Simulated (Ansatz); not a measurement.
**AlGa₃N₄: strain energy, fitted**

AlGa₃N₄, P-43m, a = 4.465 Å. The structure is a Materials Project entry; whether it is the stable form wasn't checked. Ansatz: r2SCAN, PAW, 500 eV, Γ-centred 6×6×6 mesh on 8 atoms, Gaussian smearing 0.02 eV; no spin polarisation. Series: uniaxial strain along a, with b, c and atoms relaxed; x is the strain in per cent. y is the free energy over the unstrained cell, V0 = 11.129 Å³/atom.

```tsv
x (%)	y (meV/atom)
-3.0	?
-1.5	1.40
0.0	0.00
1.5	1.45
3.0	5.93
```

**Question.** Fit y = c2 x² + c3 x³ to the other rows, turn c2 into a modulus, and predict the missing energy.

**Answer.** Least squares on the rows shown. y = 0.6340 x² + 0.008275 x³. In eV per unit strain² c2 is 6.340; this is Young's modulus along the axis (E = ½ Y V0 ε²): 2 × 6.340 × 160.2 / (11.129) = 183 GPa. At x = -3.0 the fit asked for gives 5.48 meV/atom. The run gave 5.44 meV/atom, so the fit is 0.04 meV/atom too high, a small miss on the scale of the series. The form still works here, 33 % of the fitted range beyond its end.